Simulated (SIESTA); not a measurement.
**BeS in SIESTA: the effect of basis**

BeS:

```
CELL_PARAMETERS angstrom
0.00000 2.42500 2.42500
2.42500 0.00000 2.42500
2.42500 2.42500 0.00000
ATOMIC_POSITIONS crystal
S 0.75000 0.75000 0.75000
Be 0.00000 0.00000 0.00000
```

Alike in all runs:

- Program: SIESTA 5.4.2
- Task: band structure
- Functional: PBE
- Potentials or basis: PseudoDojo 0.4 standard (PBE files)
- Grid cutoff: 800 Ry
- Energy shift: 0.003 Ry
- k mesh: 9 × 9 × 9
- Occupations: fermi-dirac, width 0.05 eV
- Spin: no spin polarisation

```csv
basis,gap on the mesh (eV),pressure (GPa)
SZP,?,?
DZP,3.16,1.9
DZDP,3.17,3.2
TZP,3.17,2.1
TZDP,3.19,3.4
```

Task: What does the run with basis SZP give?

Result: gap on the mesh 3.58 eV; pressure 2.9 GPa.

Caveats: short orbitals over semicore shells can move pressures by several GPa; the mesh misses the band edges, which the band path finds closer together; the basis of atomic orbitals isn't converged, which shifts pressures, moduli and gaps.
